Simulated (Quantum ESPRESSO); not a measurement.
# CoSi2 (Fm-3m) in Quantum ESPRESSO: reference runs

How does CoSi2 come out in PBE? The cell is run as given and disturbed, then over a range of volumes.

Program: Quantum ESPRESSO 7.5. These are calculated values, not measurements. Logs are shortened: lines on timing, memory, paths and dates and some standing lists are left out, and cuts for length are marked.

### Step 1. Starting point

It takes space group Fm-3m (No. 225, cubic). The conventional cell has a = 5.356 Å, b = 5.356 Å, c = 5.356 Å, α = 90.00°, β = 90.00°, γ = 90.00°. Co (site symmetry m-3m) is surrounded by 8 Si at 2.32 Å. Si (site symmetry -43m) has 4 Co at 2.32 Å as nearest neighbours.

### Step 2. Single point, PBE, collinear spin, ferromagnetic start

Contents of pw.in:

```
&CONTROL
  calculation = 'scf'
  prefix = 'pwscf'
  outdir = './tmp'
  pseudo_dir = './pseudo'
  tprnfor = .true.
  tstress = .true.
  disk_io = 'nowf'
/
&SYSTEM
  ibrav = 0
  nat = 3
  ntyp = 2
  ecutwfc = 55
  ecutrho = 440
  nbnd = 22
  occupations = 'smearing'
  smearing = 'fd'
  degauss = 0.00367493
  nspin = 2
  starting_magnetization(1) = 0.1176
  starting_magnetization(2) = 0
/
&ELECTRONS
  conv_thr = 6d-10
  electron_maxstep = 120
  mixing_beta = 0.3
/
ATOMIC_SPECIES
Co    58.9332 Co_pbe_v1.2.uspp.F.UPF
Si    28.0850 Si.pbe-n-rrkjus_psl.1.0.0.UPF
CELL_PARAMETERS angstrom
   0.0000000000    2.6780000000    2.6780000000
   2.6780000000    0.0000000000    2.6780000000
   2.6780000000    2.6780000000    0.0000000000
ATOMIC_POSITIONS crystal
Co     0.0000000000    0.0000000000    0.0000000000
Si     0.7500000000    0.7500000000    0.7500000000
Si     0.2500000000    0.2500000000    0.2500000000
K_POINTS automatic
9 9 9 0 0 0
```

Potentials or basis: SSSP 1.3 efficiency PBE.

The run is started by

```sh
OMP_NUM_THREADS=1 pw.x -in pw.in > pw.out
```

pw.out:

```text
This program is part of the open-source Quantum ESPRESSO suite
     for quantum simulation of materials; please cite
[... 9 lines left out ...]
     --------------------
     sticks:   dense  smooth     PW     G-vecs:    dense   smooth      PW
     Sum        1555     769    241                40533    14211    2421

     Using Slab Decomposition

     bravais-lattice index     =            0
     lattice parameter (alat)  =       7.1569  a.u.
     unit-cell volume          =     259.2139 (a.u.)^3
     number of atoms/cell      =            3
     number of atomic types    =            2
     number of electrons       =        25.00
     number of Kohn-Sham states=           22
     kinetic-energy cutoff     =      55.0000  Ry
     charge density cutoff     =     440.0000  Ry
     scf convergence threshold =      6.0E-10
     mixing beta               =       0.3000
     number of iterations used =            8  plain     mixing
     Exchange-correlation= PBE
                           (   1   4   3   4   0   0   0)

     celldm(1)=   7.156892  celldm(2)=   0.000000  celldm(3)=   0.000000
     celldm(4)=   0.000000  celldm(5)=   0.000000  celldm(6)=   0.000000

     crystal axes: (cart. coord. in units of alat)
               a(1) = (   0.000000   0.707107   0.707107 )
               a(2) = (   0.707107   0.000000   0.707107 )
               a(3) = (   0.707107   0.707107   0.000000 )

     reciprocal axes: (cart. coord. in units 2 pi/alat)
               b(1) = ( -0.707107  0.707107  0.707107 )
               b(2) = (  0.707107 -0.707107  0.707107 )
               b(3) = (  0.707107  0.707107 -0.707107 )

     PseudoPot. # 1 for Co read from file:
     Co_pbe_v1.2.uspp.F.UPF
     Pseudo is Ultrasoft + core correction, Zval = 17.0
     Generated by new atomic code, or converted to UPF format
     Using radial grid of  863 points,  6 beta functions with:
                l(1) =   0
                l(2) =   0
                l(3) =   1
                l(4) =   1
                l(5) =   2
                l(6) =   2
     Q(r) pseudized with  8 coefficients,  rinner =    1.200   1.200   1.200
                                                       1.200   1.200

     PseudoPot. # 2 for Si read from file:
     Si.pbe-n-rrkjus_psl.1.0.0.UPF
     Pseudo is Ultrasoft + core correction, Zval =  4.0
     Generated using "atomic" code by A. Dal Corso  v.5.1
     Using radial grid of 1141 points,  6 beta functions with:
                l(1) =   0
                l(2) =   0
                l(3) =   1
                l(4) =   1
                l(5) =   2
                l(6) =   2
     Q(r) pseudized with 0 coefficients

     atomic species   valence    mass     pseudopotential
     Co               17.00    58.93320     Co( 1.00)
     Si                4.00    28.08500     Si( 1.00)

     Starting magnetic structure
     atomic species   magnetization
     Co              0.118
     Si              0.000

     48 Sym. Ops., with inversion, found

   Cartesian axes

     site n.     atom                  positions (alat units)
         1        Co     tau(   1) = (   0.0000000   0.0000000   0.0000000  )
         2        Si     tau(   2) = (   1.0606602   1.0606602   1.0606602  )
         3        Si     tau(   3) = (   0.3535534   0.3535534   0.3535534  )

     number of k points=    35  Fermi-Dirac smearing, width (Ry)=  0.0037
                       cart. coord. in units 2pi/alat
        k(    1) = (   0.0000000   0.0000000   0.0000000), wk =   0.0013717
        k(    2) = (   0.0785674   0.0785674  -0.0785674), wk =   0.0109739
        k(    3) = (   0.1571348   0.1571348  -0.1571348), wk =   0.0109739
        k(    4) = (   0.2357023   0.2357023  -0.2357023), wk =   0.0109739
        k(    5) = (   0.3142697   0.3142697  -0.3142697), wk =   0.0109739
        k(    6) = (   0.1571348   0.0000000  -0.0000000), wk =   0.0082305
[... 27 lines left out ...]
        k(   34) = (  -0.0000000  -0.4714045   0.6285394), wk =   0.0329218
        k(   35) = (  -0.0785674  -0.3928371   0.7071068), wk =   0.0329218

     Dense  grid:    40533 G-vectors     FFT dimensions: (  48,  48,  48)

     Smooth grid:    14211 G-vectors     FFT dimensions: (  36,  36,  36)

     Check: negative core charge=   -0.000011
     Generating pointlists ...
     new r_m :   0.2526 (alat units)  1.8079 (a.u.) for type    1
     new r_m :   0.2526 (alat units)  1.8079 (a.u.) for type    2

     Initial potential from superposition of free atoms

     starting charge      23.9989, renormalised to      25.0000
     Starting wfcs are   21 randomized atomic wfcs +    1 random wfcs

     Self-consistent Calculation

     iteration #  1     ecut=    55.00 Ry     beta= 0.30
     Davidson diagonalization with overlap
     ethr =  1.00E-02,  avg # of iterations =  6.1

     total energy              =    -315.51614586 Ry
     estimated scf accuracy    <      15.77817748 Ry

     total magnetization       =     1.38 Bohr mag/cell
     absolute magnetization    =     1.47 Bohr mag/cell

     iteration #  2     ecut=    55.00 Ry     beta= 0.30
     Davidson diagonalization with overlap
     ethr =  1.00E-02,  avg # of iterations =  3.0

     total energy              =    -320.90637068 Ry
     estimated scf accuracy    <      14.83838645 Ry

     total magnetization       =     0.15 Bohr mag/cell
     absolute magnetization    =     0.16 Bohr mag/cell

     iteration #  3     ecut=    55.00 Ry     beta= 0.30
     Davidson diagonalization with overlap
     ethr =  1.00E-02,  avg # of iterations =  2.0

     total energy              =    -321.44457699 Ry
     estimated scf accuracy    <       2.29830971 Ry

     total magnetization       =     0.20 Bohr mag/cell
     absolute magnetization    =     0.28 Bohr mag/cell
[... 145 lines left out ...]
     total energy              =    -321.42924290 Ry
     estimated scf accuracy    <       0.00000004 Ry

     total magnetization       =    -0.00 Bohr mag/cell
     absolute magnetization    =     0.00 Bohr mag/cell

     iteration # 19     ecut=    55.00 Ry     beta= 0.30
     Davidson diagonalization with overlap
     ethr =  3.84E-11,  avg # of iterations =  1.0

     total energy              =    -321.42924290 Ry
     estimated scf accuracy    <       0.00000001 Ry

     total magnetization       =    -0.00 Bohr mag/cell
     absolute magnetization    =     0.00 Bohr mag/cell

     iteration # 20     ecut=    55.00 Ry     beta= 0.30
     Davidson diagonalization with overlap
     ethr =  3.84E-11,  avg # of iterations =  1.0

     Magnetic moment per site  (integrated on atomic sphere of radius R)
     atom   1 (R=0.253)  charge= 15.4911  magn=  0.0000
     atom   2 (R=0.253)  charge=  1.7346  magn= -0.0000
     atom   3 (R=0.253)  charge=  1.7346  magn= -0.0000

     End of self-consistent calculation

 ------ SPIN UP ------------

          k = 0.0000 0.0000 0.0000 (  1807 PWs)   bands (ev):

   -81.9767 -45.2976 -45.2976 -45.2976  -0.3425   8.7170   8.7170   8.7170
    10.8910  10.8910  13.5490  16.2266  16.2266  16.2266  16.2432  16.2432
    16.2432  18.4583  18.4583  18.4583  21.0076  21.0076

          k = 0.0786 0.0786-0.0786 (  1796 PWs)   bands (ev):

   -81.9767 -45.2979 -45.2977 -45.2977  -0.1550   8.2596   8.7831   8.7831
    10.8371  10.8371  13.5733  14.5344  15.2401  15.2401  17.1946  17.1946
    18.0433  18.0433  18.1234  18.2427  22.0534  22.0534

          k = 0.1571 0.1571-0.1571 (  1793 PWs)   bands (ev):

   -81.9767 -45.2987 -45.2978 -45.2978   0.4011   7.1179   8.9504   8.9504
    10.7531  10.7531  12.2680  14.2477  14.2477  14.8999  16.8545  16.8545
    17.5296  19.0640  19.0640  19.9106  24.0864  24.0864

          k = 0.2357 0.2357-0.2357 (  1820 PWs)   bands (ev):

   -81.9766 -45.2996 -45.2980 -45.2980   1.3038   5.6217   9.1219   9.1219
    10.8179  10.8179  11.2016  13.2525  13.2525  15.3939  16.4344  16.4344
    17.1663  20.7828  20.7828  21.5109  26.3610  26.3610

          k = 0.3143 0.3143-0.3143 (  1787 PWs)   bands (ev):

   -81.9766 -45.3001 -45.2981 -45.2981   2.4928   4.0662   9.2035   9.2035
    10.6926  11.0988  11.0988  12.4570  12.4570  15.4881  16.2540  16.2540
    17.1478  22.6395  22.6395  23.2997  25.7690  25.9727

          k = 0.1571 0.0000-0.0000 (  1812 PWs)   bands (ev):
[... 157 lines left out ...]
   -81.9766 -45.2996 -45.2990 -45.2983   2.7465   5.3030   7.4213   8.7637
     9.9817  10.3940  11.4151  11.4461  12.5268  15.7936  16.2756  18.9412
    19.3969  21.5924  21.6026  22.7619  24.8535  27.2164

          k =-0.0786-0.5500 0.7071 (  1771 PWs)   bands (ev):

   -81.9766 -45.3000 -45.2988 -45.2986   3.5227   5.8463   6.3027   8.2716
     9.6134  10.7917  10.9652  11.3438  11.7418  14.7787  16.3986  19.1353
    22.0474  22.8562  23.0206  24.0715  25.7163  27.1441

          k =-0.0000-0.4714 0.6285 (  1779 PWs)   bands (ev):

   -81.9766 -45.2998 -45.2991 -45.2986   4.2137   5.0368   6.1844   7.9373
     9.9614  10.6517  10.9520  11.4094  11.9541  15.1395  17.5219  18.0739
    21.3285  21.6144  23.3060  24.9241  25.5314  26.6200

          k =-0.0786-0.3928 0.7071 (  1784 PWs)   bands (ev):

   -81.9766 -45.2996 -45.2993 -45.2986   4.1218   4.9316   6.9420   7.0846
    10.3028  10.5615  10.9694  11.3951  12.1268  16.0221  16.6908  18.4143
    20.0819  21.8470  23.0177  25.1988  25.9994  26.5144

 ------ SPIN DOWN ----------

          k = 0.0000 0.0000 0.0000 (  1807 PWs)   bands (ev):

   -81.9767 -45.2976 -45.2976 -45.2976  -0.3425   8.7170   8.7170   8.7170
    10.8911  10.8911  13.5490  16.2266  16.2266  16.2266  16.2432  16.2432
    16.2432  18.4583  18.4583  18.4583  21.0076  21.0077

          k = 0.0786 0.0786-0.0786 (  1796 PWs)   bands (ev):

   -81.9767 -45.2979 -45.2976 -45.2976  -0.1550   8.2596   8.7831   8.7831
    10.8372  10.8372  13.5733  14.5344  15.2401  15.2401  17.1946  17.1946
    18.0433  18.0433  18.1234  18.2427  22.0534  22.0534

          k = 0.1571 0.1571-0.1571 (  1793 PWs)   bands (ev):

   -81.9766 -45.2986 -45.2978 -45.2978   0.4011   7.1179   8.9505   8.9505
    10.7532  10.7532  12.2680  14.2477  14.2477  14.8999  16.8545  16.8545
    17.5296  19.0640  19.0640  19.9106  24.0864  24.0864

          k = 0.2357 0.2357-0.2357 (  1820 PWs)   bands (ev):

   -81.9766 -45.2995 -45.2979 -45.2979   1.3038   5.6217   9.1219   9.1219
    10.8179  10.8179  11.2016  13.2525  13.2525  15.3939  16.4344  16.4344
    17.1663  20.7828  20.7828  21.5109  26.3609  26.3609

          k = 0.3143 0.3143-0.3143 (  1787 PWs)   bands (ev):

   -81.9766 -45.3001 -45.2980 -45.2980   2.4928   4.0661   9.2035   9.2035
    10.6927  11.0988  11.0988  12.4570  12.4570  15.4881  16.2540  16.2540
    17.1478  22.6395  22.6395  23.2997  25.7690  25.9727

          k = 0.1571 0.0000-0.0000 (  1812 PWs)   bands (ev):
[... 157 lines left out ...]
   -81.9766 -45.2995 -45.2989 -45.2982   2.7465   5.3030   7.4213   8.7637
     9.9817  10.3940  11.4152  11.4462  12.5268  15.7936  16.2756  18.9412
    19.3968  21.5924  21.6026  22.7619  24.8534  27.2165

          k =-0.0786-0.5500 0.7071 (  1771 PWs)   bands (ev):

   -81.9765 -45.2999 -45.2987 -45.2985   3.5227   5.8463   6.3027   8.2716
     9.6134  10.7917  10.9653  11.3439  11.7419  14.7787  16.3986  19.1353
    22.0474  22.8562  23.0206  24.0715  25.7163  27.1441

          k =-0.0000-0.4714 0.6285 (  1779 PWs)   bands (ev):

   -81.9765 -45.2997 -45.2991 -45.2985   4.2137   5.0368   6.1844   7.9373
     9.9614  10.6518  10.9521  11.4095  11.9541  15.1395  17.5219  18.0739
    21.3285  21.6144  23.3060  24.9241  25.5314  26.6200

          k =-0.0786-0.3928 0.7071 (  1784 PWs)   bands (ev):

   -81.9765 -45.2995 -45.2992 -45.2985   4.1218   4.9316   6.9420   7.0846
    10.3029  10.5615  10.9694  11.3951  12.1269  16.0221  16.6908  18.4143
    20.0819  21.8469  23.0177  25.1988  25.9994  26.5144

     the Fermi energy is    12.7729 ev

!    total energy              =    -321.42924290 Ry
     estimated scf accuracy    <          2.6E-10 Ry
     smearing contrib. (-TS)   =      -0.00073687 Ry
     internal energy E=F+TS    =    -321.42850603 Ry

     The total energy is F=E-TS. E is the sum of the following terms:
     one-electron contribution =    -237.79182480 Ry
     hartree contribution      =     132.03251612 Ry
     xc contribution           =     -45.26358727 Ry
     ewald contribution        =    -170.40561008 Ry

     total magnetization       =     0.00 Bohr mag/cell
     absolute magnetization    =     0.00 Bohr mag/cell

     convergence has been achieved in  20 iterations

     Forces acting on atoms (cartesian axes, Ry/au):

     atom    1 type  1   force =     0.00000000    0.00000000    0.00000000
     atom    2 type  2   force =    -0.00000000    0.00000000    0.00000000
     atom    3 type  2   force =    -0.00000000    0.00000000   -0.00000000

     Total force =     0.000000     Total SCF correction =     0.000000

     Computing stress (Cartesian axis) and pressure

          total   stress  (Ry/bohr**3)                   (kbar)     P=        5.27
   0.00003583   0.00000000  -0.00000000            5.27        0.00       -0.00
  -0.00000000   0.00003583   0.00000000           -0.00        5.27        0.00
  -0.00000000   0.00000000   0.00003583           -0.00        0.00        5.27

=------------------------------------------------------------------------------=
   JOB DONE.
=------------------------------------------------------------------------------=
```

Run time: 2 min. Hardware: 1 thread of Arm Neoverse V1, shared host; peak memory 0.22 GiB.

What came out:

```
Free energy                                           : -4373.2676 eV
Pressure                                              : 0.5 GPa
Band gap on the k mesh                                : none (metal or under the smearing width)
Net moment                                            : 0.00 μB per cell
Absolute moment                                       : 0.00 μB per cell
Valence electrons inside the program's atomic spheres : Co 15.49; Si 1.73
```

Caveat: the starting moments collapsed, and a magnetic state may lie lower.

### Step 3. Single point, PBE, collinear spin, ferromagnetic start (atoms moved at random, drawn with an rms of 0.05 Å)

Changes to pw.in since step 2:

```diff
@@ -36,5 +36,5 @@
 ATOMIC_POSITIONS crystal
-Co     0.0000000000    0.0000000000    0.0000000000
-Si     0.7500000000    0.7500000000    0.7500000000
-Si     0.2500000000    0.2500000000    0.2500000000
+Co     0.0047160000   -0.0045920000    0.0044020000
+Si     0.7499510000    0.7473620000    0.7548760000
+Si     0.2566570000    0.2464270000    0.2534650000
 K_POINTS automatic
```

Potentials or basis: SSSP 1.3 efficiency PBE.

The run is started by

```sh
OMP_NUM_THREADS=1 pw.x -in pw.in > pw.out
```

Run time: 17 min. Hardware: 1 thread of Arm Neoverse V1, shared host; peak memory 0.62 GiB.

Results (log left out):

```yaml
Free_energy: -4373.2661 eV
Pressure: 0.5 GPa
Largest_force: 0.151 eV/Å
Band_gap_on_the_k_mesh: none (metal or under the smearing width)
Net_moment: 0.00 μB per cell
Absolute_moment: 0.00 μB per cell
Valence_electrons_inside_the_program's_atomic_spheres: Co 15.45; Si 1.70
```

Forces on the atoms (eV/Å):
```
Co   0.041 -0.053  0.001
Si  -0.058  0.108  0.089
Si   0.017 -0.055 -0.089
```

Stress tensor (GPa, compression positive):
```
 0.54 -0.60 -0.55
-0.60  0.55  0.25
-0.55  0.25  0.55
```

Levels at points of the mesh, in eV from the Fermi level:
Spin up:
| k point | band 11 | band 12 | band 13 | band 14 | band 15 | band 16 |
| --- | --- | --- | --- | --- | --- | --- |
| (0.00, 0.00, 0.00) | 0.78 | 3.39 | 3.46 | 3.47 | 3.47 | 3.48 |
Spin down:
| k point | band 9 | band 10 | band 11 | band 12 | band 13 | band 14 | band 15 | band 16 | band 17 | band 18 |
| --- | --- | --- | --- | --- | --- | --- | --- | --- | --- | --- |
| (0.00, 0.00, 0.00) | -1.88 | -1.88 | 0.78 | 3.39 | 3.46 | 3.47 | 3.47 | 3.48 | 3.49 | 5.64 |

Caveat: the starting moments collapsed, and a magnetic state may lie lower.

### Step 4. Single point, PBE, collinear spin, ferromagnetic start, 12.04 Å³/atom

Changes to pw.in since step 3:

```diff
@@ -32,9 +32,9 @@
 CELL_PARAMETERS angstrom
-   0.0000000000    2.6780000000    2.6780000000
-   2.6780000000    0.0000000000    2.6780000000
-   2.6780000000    2.6780000000    0.0000000000
+   0.0000000000    2.6233315991    2.6233315991
+   2.6233315991    0.0000000000    2.6233315991
+   2.6233315991    2.6233315991    0.0000000000
 ATOMIC_POSITIONS crystal
-Co     0.0047160000   -0.0045920000    0.0044020000
-Si     0.7499510000    0.7473620000    0.7548760000
-Si     0.2566570000    0.2464270000    0.2534650000
+Co     0.0000000000    0.0000000000    0.0000000000
+Si     0.7500000000    0.7500000000    0.7500000000
+Si     0.2500000000    0.2500000000    0.2500000000
 K_POINTS automatic
```

The run is started by

```sh
OMP_NUM_THREADS=1 pw.x -in pw.in > pw.out
```

Wall time 97 s (1 thread of Arm Neoverse V1, shared host); peak memory 0.21 GiB.

Results (log left out):

```
Free energy                                           : -4373.1717 eV
Pressure                                              : 13.4 GPa
Band gap on the k mesh                                : none (metal or under the smearing width)
Net moment                                            : 0.00 μB per cell
Absolute moment                                       : 0.00 μB per cell
Valence electrons inside the program's atomic spheres : Co 15.43; Si 1.69
```

Caveat: the starting moments collapsed, and a magnetic state may lie lower.

(Continued in part 2 of 2.)
